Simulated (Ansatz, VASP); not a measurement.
## Ti: VASP beside Ansatz

The input INCAR:

```
PREC = Accurate ; ENCUT = 520
EDIFF = 1E-6 ; ISMEAR = -1
SIGMA = 0.05 ; LREAL = False
LASPH = True ; NELM = 60
ALGO = Normal ; ISIF = 2
LWAVE = False ; LCHARG = False
GGA = PS ; NBANDS = 12
```

File KPOINTS:

```
Automatic mesh
0
Gamma
  14 14 14
```

File POSCAR:

```
Ti
1.0
   -1.6410000000      1.6410000000      1.6738200000
    1.6410000000     -1.6410000000      1.6738200000
    1.6410000000      1.6410000000     -1.6738200000
Ti
1
Direct
    0.0000000000      0.0000000000      0.0000000000
```

Input for Ansatz:

```yaml
crystal:
  lattice:
    - [-1.641, 1.641, 1.67382]
    - [1.641, -1.641, 1.67382]
    - [1.641, 1.641, -1.67382]
  atoms:
    - { symbol: Ti, position: [0.0, 0.0, 0.0] }
kpoints:
  mp_grid: { grid: [14, 14, 14] }
  band_path:
    path:
      - [0.0, 0.0, 0.0]
      - [0.0, 0.0, 0.5]
      - [0.25, 0.25, 0.25]
      - [0.0, 0.5, 0.0]
      - [0.0, 0.0, 0.0]
      - [0.5, 0.5, -0.5]
      - [0.4902921953, 0.5097078047, -0.4902921953]
      - [-0.4902921953, 0.4902921953, 0.4902921953]
      - [0.0, 0.0, 0.0]
    npoints: 5
scf:
  occupations: { method: fermi_dirac, width: 0.05 }
hamiltonian:
  xc: pbesol
  pseudopotentials: { kind: all_electron, lapw: { basis_error: 0.00025 } }
output:
  forces: true
  stress: true
  eigenvalues: true
```

Change from the starting cell: zz strain of +2 %.

Alike in both runs: task single point; functional PBEsol; k mesh 14 × 14 × 14; occupations fermi-dirac, width 0.05 eV; no spin polarisation.

```csv
,VASP,Ansatz
version,VASP 6.6.1,Ansatz 0.2.0
potentials or method,"VASP PAW PBE potentials, release 64 (Ti_sv)","all-electron LAPW, scalar-relativistic"
plane-wave cutoff (eV),520,see its input
```

|  | VASP | Ansatz | Ansatz less VASP |
| --- | --- | --- | --- |
| pressure (GPa) | -8.5 | -8.4 | +0.15 |
| largest component of the traceless stress (GPa) | 0.31 | 0.31 | +0.003 |

Ansatz ran all-electron here, so the differences hold the error of VASP's frozen core and of both bases.

Caveats: the PAW data sets were made with another functional, which shifts forces and pressure a little (VASP).
